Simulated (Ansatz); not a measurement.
The system is Nb.

```xyz
1
Lattice="0.0000 2.1150 2.1150 2.1150 0.0000 2.1150 2.1150 2.1150 0.0000" Properties=species:S:1:pos:R:3 pbc="T T T"
Nb    0.0000    0.0000    0.0000
```

This isn't the form of Nb at room conditions, which is bcc.

| Property | Result |
| --- | --- |
| Program | Ansatz 0.2.0 |
| Task | relaxation of cell and atoms |
| Functional | PBE |
| Dispersion | D3(BJ)-ATM |
| Potentials or basis | Ansatz PAW |
| Cutoff | 420 eV (not typed: the program's choice for these potentials) |
| k mesh | 11 × 11 × 11 |
| Occupations | fermi-dirac, width 0.05 eV |
| Spin | no spin polarisation |

At the start: volume 18.92 Å³/atom.

Q: Where does the relaxation end?

A: It ends after 5 steps and the volume is 18.13 Å³/atom (-4.2 %); space group Fm-3m (No. 225, to 0.05 Å).

The path:
| step | energy change (eV) | largest force (eV/Å) | volume (Å³) |
| --- | --- | --- | --- |
| 1 | 0.0000 | 0.0000 | 18.92 |
| 2 | -0.0175 | 0.0000 | 18.22 |
| 3 | -0.0178 | 0.0000 | 18.12 |
| 4 | -0.0178 | 0.0000 | 18.13 |
| 5 | -0.0176 | 0.0000 | 18.13 |

Final structure:
```yaml
crystal:
  lattice:
    - [0.00000, 2.08509, 2.08509]
    - [2.08509, 0.00000, 2.08509]
    - [2.08509, 2.08509, 0.00000]
  atoms:
    - { symbol: Nb, position: [0.00000, 0.00000, 0.00000] }
```

Caveat: the plane-wave basis is chosen anew once the cell has moved, so the energies of steps on either side of that aren't comparable; pairwise dispersion overbinds metals, which lowers pressure and volume.
